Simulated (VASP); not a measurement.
The system is InP.

```
In P
1.0
     0.00000    2.93933    2.93933
     2.93933    0.00000    2.93933
     2.93933    2.93933    0.00000
In P
1 1
Direct
  0.00000 0.00000 0.00000
  0.25000 0.25000 0.25000
```

The cell was built by a generator and needn't be a form met in nature.

Base run:

```yaml
Program: VASP 6.6.1
Functional: PBEsol
Potentials_or_basis: VASP PAW PBE potentials, release 64 (In_d, P)
Cutoff: 520 eV
k_mesh: 6 × 6 × 6
Occupations: gaussian, width 0.03 eV
Spin: spin-orbit coupling, no magnetisation
```

Its results: pressure -0.1 GPa.

**Question.** The run is repeated on the same cell with these changes: functional from PBEsol to HSE06; k mesh from 6 × 6 × 6 to 4 × 4 × 4. What comes out?

**Answer.** Pressure 0.8 GPa.

Several settings changed at once, so the effect can't be laid on one alone.

Caveats: some runs use coarse meshes; the PAW data sets were made with another functional, which shifts forces and pressure a little.
